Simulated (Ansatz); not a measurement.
Input and command of a calculation in Ansatz (plane waves; scalar-relativistic PAW potentials unless the input names others):

```yaml
crystal:
  lattice:
    - [3.2907328596, 0.0, 0.0]
    - [0.0, 34.732229362, 0.0]
    - [0.0, 0.0, 4.7044939474]
  atoms:
    - { symbol: P, position: [0.0, 0.9698087035, 0.589147319] }
    - { symbol: P, position: [0.0, 0.0301912965, 0.410852681] }
    - { symbol: P, position: [0.5, 0.0301912965, 0.089147319] }
    - { symbol: P, position: [0.5, 0.9698087035, 0.910852681] }
basis:
  ecutwfc: 420
kpoints:
  mp_grid: { grid: [8, 1, 6], shift: [0.5, 0.0, 0.5] }
hamiltonian:
  xc: pbe
scf:
  occupations: { method: gaussian, width: 0.02 }
  mixing: { preconditioner: ldos }
output:
  forces: true
  eigenvalues: true
  stress: true
relax:
  adjacent_minimum: "off"
  f_tol: 0.008
  max_steps: 40
  cell: { stress_tol: 0.015, fix: [c, angles] }
```

```bash
ansatz run input.yaml --threads 1 --pin off --max-ram 2560MiB --backend cpu --events-out ev --progress --plain --runs-dir out
```

Abridged log:
```
Basis set: ecut = 420 eV, 10589 PW (Γ), exchange–correlation on 48×480×64 points (8 copies of the dense FFT grid, shifted against one another)
Bands: 14, of which v1, the nominal top of the filled ones, is band 10 counted from 1 (9 counted from 0)
Symmetry: 8 space group operations
k-points: 12 of 48
SCF iter   1: F=—  HF=-3022.654347 eV  |F-HF|=—  |Δ(HF+E_count)|=         —  Δρ=9.44e-4  dr2=7.32e-3  ethr=1.77e-3  ⟨swp⟩=13.8  Hψ=1799  notcnv=0
SCF iter   2: F=—  HF=-3022.658373 eV  |F-HF|=—  |Δ(HF+E_count)|=   4.03e-3  Δρ=8.47e-4  dr2=1.72e-2  ethr=3.66e-5  ⟨swp⟩=4.8  Hψ=589  notcnv=0
SCF iter   3: F=—  HF=-3022.653434 eV  |F-HF|=—  |Δ(HF+E_count)|=   4.94e-3  Δρ=2.45e-4  dr2=1.10e-3  ethr=3.66e-5  ⟨swp⟩=4.1  Hψ=423  notcnv=0
SCF iter   4: F=—  HF=-3022.653117 eV  |F-HF|=—  |Δ(HF+E_count)|=   3.17e-4  Δρ=4.82e-5  dr2=2.32e-5  ethr=5.48e-6  ⟨swp⟩=2.0  Hψ=254  notcnv=0
SCF iter   5: F=—  HF=-3022.653133 eV  |F-HF|=—  |Δ(HF+E_count)|=   1.60e-5  Δρ=6.71e-6  dr2=1.71e-7  ethr=1.16e-7  ⟨swp⟩=3.1  Hψ=345  notcnv=0
SCF iter   6: F=-3022.653134 eV  HF=-3022.653134 eV  |F-HF|=1.57e-8  |Δ(HF+E_count)|=   3.84e-7  Δρ=1.42e-6  dr2=5.71e-9  ethr=5.00e-10  ⟨swp⟩=9.2  Hψ=1008  notcnv=0
SCF 1 converged in 6 iterations: F = -3022.653134 eV  dr2 = 5.71e-9
relax step   1: F+E_penalty+E_count = -3022.65313374 eV  Δ(F+E_penalty+E_count) = +0.000e0 eV  max|allowed force component| = 2.247e-1 eV/Å  Δτ_max = 0.0000 Å  P = -0.087 GPa  Ω = 537.698 Å³  fix = [c, alpha, beta, gamma]  reactions: c -0.273 GPa (6 SCF iters, dr2 threshold 1.00e-7 eV, accepted)
Crystal: 4 atoms, lattice volume = 539.870 Å³
Basis set: ecut = 420 eV, 10633 PW (Γ), exchange–correlation on 48×480×64 points (8 copies of the dense FFT grid, shifted against one another)
Initial density: handed on by an earlier stage of this run
Initial wavefunctions: those handed on with the density
SCF iter   1: F=—  HF=-3022.656742 eV  |F-HF|=—  |Δ(HF+E_count)|=         —  Δρ=2.69e-4  dr2=3.10e-4  ethr=1.68e-6  ⟨swp⟩=3.8  Hψ=1899  notcnv=0
SCF iter   2: F=—  HF=-3022.656763 eV  |F-HF|=—  |Δ(HF+E_count)|=   2.12e-5  Δρ=1.18e-4  dr2=2.36e-4  ethr=1.55e-6  ⟨swp⟩=2.0  Hψ=276  notcnv=0
   ...
SCF iter   3: F=—  HF=-3022.657828 eV  |F-HF|=—  |Δ(HF+E_count)|=   1.30e-5  Δρ=8.02e-6  dr2=1.16e-6  ethr=1.69e-7  ⟨swp⟩=2.0  Hψ=270  notcnv=0
SCF iter   4: F=—  HF=-3022.657854 eV  |F-HF|=—  |Δ(HF+E_count)|=   2.63e-5  Δρ=3.62e-6  dr2=2.43e-7  ethr=5.80e-9  ⟨swp⟩=3.2  Hψ=335  notcnv=0
SCF iter   5: F=-3022.657854 eV  HF=-3022.657854 eV  |F-HF|=6.49e-9  |Δ(HF+E_count)|=   5.95e-8  Δρ=1.01e-6  dr2=1.13e-8  ethr=6.59e-11  ⟨swp⟩=5.5  Hψ=990  notcnv=0
SCF 4 converged in 5 iterations: F = -3022.657854 eV  dr2 = 1.13e-8
relax step   4: F+E_penalty+E_count = -3022.65785442 eV  Δ(F+E_penalty+E_count) = -9.425e-5 eV  max|allowed force component| = 2.318e-3 eV/Å  Δτ_max = 0.0004 Å  P = -0.028 GPa  Ω = 537.568 Å³  energy of the carried Pulay correction = +2.361e-6 eV  fix = [c, alpha, beta, gamma]  reactions: c -0.099 GPa (5 SCF iters, dr2 threshold 1.32e-8 eV, accepted)
Initial wavefunctions: pseudopotential atomic-orbital guess (no wavefunctions were taken with the density)
SCF iter   1: F=—  HF=-3022.657831 eV  |F-HF|=—  |Δ(HF+E_count)|=         —  Δρ=1.17e-6  dr2=1.32e-8  ethr=6.87e-7  ⟨swp⟩=3.6  Hψ=2217  notcnv=0
SCF iter   2: F=—  HF=-3022.657851 eV  |F-HF|=—  |Δ(HF+E_count)|=   2.02e-5  Δρ=1.46e-6  dr2=4.54e-8  ethr=6.60e-11  ⟨swp⟩=4.2  Hψ=506  notcnv=0
SCF iter   3: F=—  HF=-3022.657851 eV  |F-HF|=—  |Δ(HF+E_count)|=   1.29e-8  Δρ=2.76e-7  dr2=5.50e-10  ethr=6.60e-11  ⟨swp⟩=2.9  Hψ=348  notcnv=0
SCF iter   4: F=—  HF=-3022.657851 eV  |F-HF|=—  |Δ(HF+E_count)|=  1.05e-10  Δρ=7.32e-8  dr2=3.36e-11  ethr=2.75e-12  ⟨swp⟩=2.7  Hψ=315  notcnv=0
SCF iter   5: F=-3022.657851 eV  HF=-3022.657851 eV  |F-HF|=3.32e-11  |Δ(HF+E_count)|=  3.52e-10  Δρ=2.06e-8  dr2=1.79e-12  ethr=1.00e-12  ⟨swp⟩=6.9  Hψ=1125  notcnv=0
SCF 5 converged in 5 iterations: F = -3022.657851 eV  dr2 = 1.79e-12
SCF converged after 5 iterations
Free energy (F): -3022.657851 eV
Harris-Foulkes:  -3022.657851 eV  (|F-HF|=3.32e-11)
Internal energy: -3022.657851 eV  (E = F + TS)
E sigma→0 (E₀):  -3022.657851 eV
Fermi energy:    -2.888051 eV
--- Forces (eV/Å), atoms counted from 1 ---
  atom   1  P      0.00000000    -0.00086757     0.00230941
  atom   2  P      0.00000000     0.00086757    -0.00230941
  atom   3  P      0.00000000     0.00086757     0.00230941
  atom   4  P      0.00000000    -0.00086757    -0.00230941
--- Stress (GPa, compression-positive) ---
        0.013505       0.000000       0.000000
        0.000000       0.001070       0.000000
        0.000000       0.000000      -0.099323
  P = ⅓ Tr σ = -0.0282 GPa (-0.282 kbar)
--- Relaxed structure (4 steps of the walk, 4 accepted, 1 SCFs on fresh bases) ---
  F+E_penalty+E_count = -3022.65785094 eV   max|allowed force component| = 2.309e-3 eV/Å   (the final SCF, on the basis selected at the relaxed cell)
  cell:  # Å, volume = 537.5676 Å³
    - [3.28988535, -7.78643780e-113, 1.23870449e-127]
    - [-8.21824060e-112, 34.73276814, 2.34624071e-127]
    - [1.77087537e-127, 3.17799215e-128, 4.7044939474]
  atoms:
    - { symbol: P, position: [0.0, 0.96978584, 0.59130205] }
    - { symbol: P, position: [0.0, 0.03021415, 0.40869794] }
    - { symbol: P, position: [0.5, 0.03021415, 0.09130205] }
    - { symbol: P, position: [0.5, 0.96978584, 0.90869794] }
```

Apart from outputs and empty bands, the input differs from a reference run on usual settings in kpoints.mp_grid.shift: not typed → [0.5, 0.0, 0.5]; scf.mixing.preconditioner: not typed → "ldos". The reference, at the same start, ended its own course with a relaxed volume of 134.57 Å³/atom, pressure -0.03 GPa, largest force 0.001 eV/Å, gap on the mesh 0.96 eV. This run converged in 25 SCF iterations over all its steps (reference: 24) with an energy at zero smearing 1.94 meV/atom below the reference's, a relaxed volume of 134.39 Å³/atom, pressure -0.03 GPa, largest force 0.002 eV/Å, gap on the mesh 1.51 eV.

It took 28 s on 1 thread of Intel(R) Xeon(R) Platinum 8488C (Sapphire Rapids), on a shared host, peak memory 0.63 GiB.